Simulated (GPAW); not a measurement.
# NbH2 in GPAW: convergence with k mesh

Input of the first run (k mesh 2 × 2 × 2); the others differ in this setting and in those tied to it:

Contents of run.py:

```python
from ase.dft.bandgap import bandgap
from ase.io import read, write
from ase.units import GPa
from gpaw import GPAW, PW

atoms = read('NbH2.xyz')

calc = GPAW(mode=PW(600),
            xc='LDA',
            kpts={'size': (2, 2, 2), 'gamma': True},
            occupations={'name': 'fermi-dirac', 'width': 0.05},
            nbands=18,
            convergence={'density': 1e-05, 'energy': 1e-05},
            maxiter=100,
            txt='gpaw.txt')
atoms.calc = calc
energy = atoms.get_potential_energy()
forces = atoms.get_forces()
stress = atoms.get_stress()
calc.write('gs.gpw')
write('result.traj', atoms)
print(f'Energy: {energy:.6f} eV')
print('Forces (eV/A):')
print(forces.round(4))
print('Stress (GPa):', (stress / GPa).round(3))
print('Fermi level:', round(calc.get_fermi_level(), 4), 'eV')
print(f'Gap: {bandgap(calc)[0]:.4f} eV, direct: {bandgap(calc, direct=True)[0]:.4f} eV')
```

Contents of NbH2.xyz:

```xyz
3
Lattice="0.0000000000 2.2815000000 2.2815000000 2.2815000000 0.0000000000 2.2815000000 2.2815000000 2.2815000000 0.0000000000" Properties=species:S:1:pos:R:3 pbc="T T T"
Nb     0.0000000000      0.0000000000      0.0000000000
H      3.4222500000      3.4222500000      3.4222500000
H      1.1407500000      1.1407500000      1.1407500000
```

Potentials or basis: the program's PAW data sets (release 1.2.1) made for this functional, pw.

Command:

```sh
$ OMP_NUM_THREADS=1 python run.py
```

Hardware: 1 thread of Arm Neoverse V1, on a shared host.

| k mesh | energy less the tightest run, at zero smearing (meV/atom) | pressure (GPa) | SCF cycles | CPU time (s) | peak memory (GiB) |
| --- | --- | --- | --- | --- | --- |
| 2 × 2 × 2 | 103.83 | -1.64 | 10 | 3.3 | 0.13 |
| 3 × 3 × 3 | 33.69 | -8.06 | 9 | 3.5 | 0.14 |
| 4 × 4 × 4 | 65.13 | -7.51 | 9 | 4.4 | 0.13 |
| 5 × 5 × 5 | 22.01 | -8.88 | 9 | 5.1 | 0.14 |
| 6 × 6 × 6 | -12.09 | -9.70 | 9 | 6.4 | 0.14 |
| 8 × 8 × 8 | 4.96 | -9.26 | 9 | 9.5 | 0.14 |
| 9 × 9 × 9 | 0.53 | -9.39 | 9 | 10 | 0.14 |
| 11 × 11 × 11 | -1.21 | -9.45 | 9 | 15 | 0.15 |
| 13 × 13 × 13 | 0.00 | -9.40 | 9 | 21 | 0.16 |

Against the tightest run, the pressure stays within 0.1 GPa from 9 × 9 × 9 on. Not settled before the last step: the energy (to 1 meV/atom). Meshes of other sizes hit other points, so gaps and Fermi surfaces needn't settle smoothly. The tightest run that finished is the yardstick and may itself not be fully converged.
